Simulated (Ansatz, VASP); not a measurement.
F: VASP beside Ansatz

```
CELL_PARAMETERS angstrom
9.00000 0.00000 0.00000
0.00000 9.20000 0.00000
0.00000 0.00000 10.40000
ATOMIC_POSITIONS crystal
F 0.50000 0.50000 0.43346
F 0.50000 0.50000 0.56654
```

Alike in both runs: functional LDA; k mesh 1 × 1 × 1; occupations fermi-dirac, width 0.01 eV; no spin polarisation.

Ansatz relaxed the structure, and its values are those at the end. VASP's run is a single point on that final structure, the one shown.

```csv
,VASP,Ansatz
version,VASP 6.6.1,Ansatz 0.2.0
potentials or method,"VASP PAW LDA potentials, release 64 (F)","PAW with Ansatz's default frozen-core files, scalar-relativistic"
plane-wave cutoff (eV),520,420
valence electrons in the cell,14,14
```

|  | VASP | Ansatz | Ansatz less VASP |
| --- | --- | --- | --- |
| gap on the k mesh at the Fermi level (eV) | 3.70 | 3.78 | +0.082 |
| rms of the force components (eV/Å) | 0.347 | 0.000 | -0.3472 |

One of these differences is far larger than is usual between the two programs; its cause wasn't traced. Ansatz warned: «stress_scf_threshold_loose».
